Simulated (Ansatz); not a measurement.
Ti3SiC2:
```cif
data_C4Si2Ti6
_chemical_formula_sum 'Ti6 Si2 C4'
_space_group_name_H-M_alt 'P63/mmc'
_space_group_IT_number 194
_space_group_name_Hall '-P 6c 2c'
_cell_length_a 3.06712
_cell_length_b 3.06712
_cell_length_c 17.67422
_cell_angle_alpha 90.000
_cell_angle_beta 90.000
_cell_angle_gamma 120.000
loop_
_atom_site_label
_atom_site_type_symbol
_atom_site_symmetry_multiplicity
_atom_site_Wyckoff_symbol
_atom_site_fract_x
_atom_site_fract_y
_atom_site_fract_z
_atom_site_occupancy
Ti1 Ti 4 f 0.66667 0.33333 0.13518 1
Ti2 Ti 2 a 0.00000 0.00000 0.00000 1
Si1 Si 2 b 0.00000 0.00000 0.25000 1
C1 C 4 f 0.33333 0.66667 0.07251 1
```

Relaxed with r²SCAN.

Problem. Which orbitals make up the states near the Fermi level in r²SCAN (plane waves, PAW; program Ansatz)?

Solution. Within 0.5 eV of the Fermi level: Ti 3d 82 %, Si 3p 8 %. Projections are on Löwdin-orthogonalised atomic valence shells; empty p or d shells of many metals are not among them.

Problem. Tabulate the density of states.

Solution. States/eV per cell of 12 atoms, in 0.25 eV bins, energy from the Fermi level.

```
E (eV)  total  Ti 3d  C 2p  Si 3p
------  -----  -----  ----  -----
-7.85    0.90   0.12  0.01   0.18
-7.60    0.95   0.13  0.02   0.17
-7.35    1.06   0.15  0.02   0.15
-7.10    1.46   0.22  0.03   0.14
-6.85    0.92   0.16  0.01   0.09
-6.60    0.63   0.12  0.01   0.05
-6.35    0.56   0.12  0.02   0.03
-6.10    0.44   0.11  0.13   0.06
-5.85    1.41   0.39  0.54   0.17
-5.60    2.28   0.65  0.95   0.18
-5.35    3.03   0.89  1.30   0.23
-5.10    5.06   1.50  2.20   0.46
-4.85    4.56   1.31  1.87   0.60
-4.60    4.93   1.28  1.86   0.96
-4.35    8.29   2.15  3.87   0.99
-4.10    4.83   1.11  2.38   0.78
-3.85    6.32   1.69  2.79   1.16
-3.60    7.46   2.65  3.52   0.64
-3.35   10.08   4.00  4.93   0.59
-3.10   16.01   7.01  7.41   0.98
-2.85   15.50   6.65  6.88   1.37
-2.60    6.36   2.78  2.46   0.77
-2.35   10.27   4.35  2.00   3.38
-2.10    9.80   4.28  3.03   2.07
-1.85    6.34   2.81  1.87   1.39
-1.60    3.73   2.01  0.62   0.90
-1.35    3.73   2.54  0.31   0.69
-1.10    3.04   2.21  0.18   0.50
-0.85    2.40   1.83  0.11   0.34
-0.60    2.02   1.61  0.07   0.24
-0.35    2.60   2.11  0.12   0.24
-0.10    3.89   3.23  0.18   0.26
0.15     3.94   3.25  0.19   0.30
0.40     3.58   2.95  0.19   0.30
0.65     4.13   3.53  0.19   0.30
0.90     4.79   3.65  0.38   0.52
1.15     8.27   6.61  0.54   0.75
1.40     8.78   7.10  0.58   0.66
1.65    10.46   8.57  0.66   0.71
1.90    11.26   9.14  0.83   0.64
2.15     6.97   5.85  0.37   0.41
2.40     7.67   6.56  0.37   0.37
2.65    13.95  12.34  0.63   0.43
2.90    16.74  14.91  0.74   0.50
3.15    10.50   8.98  0.58   0.44
3.40    10.89   8.17  1.00   0.80
3.65     9.27   6.71  1.11   0.79
3.90    11.88   7.93  2.14   0.98
4.15     8.61   5.27  1.60   0.83
4.40     9.02   5.03  1.77   0.97
4.65    11.60   6.51  2.45   0.93
```

Space group P6_3/mmc. The cell was relaxed with r²SCAN under the symmetry of its start. The run is not spin-polarised.

Potentials: the later of the program's two PAW sets.
